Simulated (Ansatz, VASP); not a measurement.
**CrO2 in VASP and in Ansatz**

```
Cr O
1.0
     4.44391    0.00000    0.00000
     0.00000    4.44391    0.00000
     0.00000    0.00000    2.92175
Cr O
2 4
Direct
  0.00000 0.00000 0.00000
  0.50000 0.50000 0.50000
  0.30366 0.30366 0.00000
  0.19634 0.80366 0.50000
  0.69634 0.69634 0.00000
  0.80366 0.19634 0.50000
```

Alike in both runs: functional PBE; k mesh 6 × 6 × 10; occupations gaussian, width 0.05 eV; collinear spin.

Ansatz relaxed the structure, and its values are those at the end. VASP's run is a single point on that final structure, the one shown.

|  | VASP | Ansatz |
| --- | --- | --- |
| version | VASP 6.6.1 | Ansatz 0.2.0 |
| potentials or method | VASP PAW PBE potentials, release 64 (Cr_pv, O) | scalar-relativistic, plane waves, PAW |
| plane-wave cutoff (eV) | 520 | 420 |
| valence electrons in the cell | 48 | 52 |

```tsv
	VASP	Ansatz	Ansatz less VASP
gap on the k mesh at the Fermi level (eV)	none	none	-
pressure (GPa)	0.6	0.0	-0.60
rms of the force components (eV/Å)	0.010	0.000	-0.0099
net moment per atom (μB)	0.67	0.67	0.000
size of the moment on the site where the two differ most (μB)	2.11	1.75	-0.356
```

Site moments also hang on the region over which each program counts them. A gap of «none» marks a metal or a gap that the smearing closes. The functional is the same, so the differences come from potentials, cutoffs and numerics. The two sets of potentials don't hold the same shells in valence.

Caveats: semilocal functionals often make such compounds metallic where correlation or magnetic order opens a gap, which also shifts bond lengths.
